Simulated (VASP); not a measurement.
## BaTe in VASP 6.6.1, single-point calculation

INCAR

```
LCHARG = .FALSE.
NSW = 0
NELM = 120
ENCUT = 520
NBANDS = 15
ISIF = 2
SIGMA = 0.5
IBRION = -1
ISMEAR = 0
EDIFF = 1E-7
LWAVE = .FALSE.
LASPH = .TRUE.
PREC = Accurate
GGA = PE
LREAL = .FALSE.
```

KPOINTS

```
KPOINTS created by Atomic Simulation Environment
0
Gamma
6 6 6
0 0 0
```

POSCAR

```
Ba Te
 1.0000000000000000
     0.0000000000000000    3.6825132749999998    3.4927136154000000
     3.6825132749999998    0.0000000000000000    3.4927136154000000
     3.6825132749999998    3.6825132749999998    0.0000000000000000
 Ba  Te
   1   1
Cartesian
  0.0000000000000000  0.0000000000000000  0.0000000000000000
  3.6825132749999998  3.6825132749999998  3.4927136153999991
```

The recommended PBE PAW datasets give the neutral cell 16 valence electrons.

Command

```
mpirun -np 1 vasp_std
```

Task: Predict the outcome of this run.

Result: It converged. Results: gap between bands v and c on the k mesh 1.64 eV; least direct gap on the k mesh 2.02 eV; pressure -1.3 GPa. Band v is the last that the valence electrons fill when counted band by band, and c is the next.

OSZICAR

```
N       E                     dE             d eps       ncg     rms          rms(c)
DAV:   1     0.857944014667E+02    0.85794E+02   -0.60406E+03   900   0.871E+02
DAV:   2    -0.274177619758E+01   -0.88536E+02   -0.81052E+02  1203   0.154E+02
DAV:   3    -0.854950291278E+01   -0.58077E+01   -0.57675E+01  1221   0.419E+01
DAV:   4    -0.870817530947E+01   -0.15867E+00   -0.15862E+00  1230   0.679E+00
DAV:   5    -0.871083305264E+01   -0.26577E-02   -0.26577E-02  1269   0.755E-01    0.335E+00
DAV:   6    -0.856634761858E+01    0.14449E+00   -0.17152E-01  1075   0.195E+00    0.219E+00
DAV:   7    -0.856665025553E+01   -0.30264E-03   -0.12765E-01  1118   0.188E+00    0.852E-01
DAV:   8    -0.857557426711E+01   -0.89240E-02   -0.17616E-02   963   0.875E-01    0.192E-01
DAV:   9    -0.857598327974E+01   -0.40901E-03   -0.11853E-03  1222   0.208E-01    0.725E-02
DAV:  10    -0.857626238934E+01   -0.27911E-03   -0.42745E-04   942   0.132E-01    0.161E-02
DAV:  11    -0.857628908887E+01   -0.26700E-04   -0.58856E-05  1132   0.436E-02    0.231E-02
DAV:  12    -0.857628730416E+01    0.17847E-05   -0.66974E-06  1054   0.150E-02    0.362E-03
DAV:  13    -0.857628730694E+01   -0.27744E-08   -0.14332E-06  1152   0.502E-03    0.147E-03
DAV:  14    -0.857628745112E+01   -0.14419E-06   -0.12082E-07   901   0.177E-03    0.814E-04
DAV:  15    -0.857628753996E+01   -0.88835E-07   -0.10755E-08   555   0.734E-04
   1 F= -.85762875E+01 E0= -.85758302E+01  d E =-.914758E-03
```

For comparison, a separate PBE run of the intended cell, on usual settings and not on those above, gives a gap of 1.64 eV on its mesh and a pressure of -1.3 GPa.
